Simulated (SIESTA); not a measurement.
The system is MoS2.

```
Mo S
1.0
     1.58000    0.91221    6.15000
    -1.58000    0.91221    6.15000
     0.00000   -1.82443    6.15000
Mo S
1 2
Direct
  0.00000 0.00000 0.00000
  0.41700 0.41700 0.41700
  0.25000 0.25000 0.25000
```

Measurements of this composition are mostly on another form, of space group No. 194.

Base run:

| Item | Value |
| --- | --- |
| Program | SIESTA 5.4.2 |
| Functional | PW91 |
| Potentials or basis | PseudoDojo 0.4 standard (PBE files) |
| Basis | DZP (energy shift 0.003 Ry; two zetas on semicore shells) |
| Grid cutoff | 800 Ry |
| Energy shift | 0.003 Ry |
| k mesh | 7 × 7 × 7 |
| Occupations | fermi-dirac, width 0.05 eV |
| Spin | no spin polarisation |

Its results: band gap on the k mesh 1.13 eV, indirect (least direct gap 2.17 eV); pressure 8.8 GPa; largest force 0.999 eV/Å.

Question: The run is repeated on the same cell with these changes: functional from PW91 to BLYP. What comes out?

Answer: Band gap on the k mesh 1.15 eV, indirect (least direct gap 2.16 eV); pressure 16.2 GPa; largest force 1.395 eV/Å.

BLYP binds less tightly than PW91, so the same cell stands under more pressure.

Caveats: the potentials were made for another functional, which shifts forces and pressure; an odd mesh through Γ misses points on the zone boundary, where band edges often lie; the basis of atomic orbitals isn't converged, which shifts pressures, moduli and gaps.
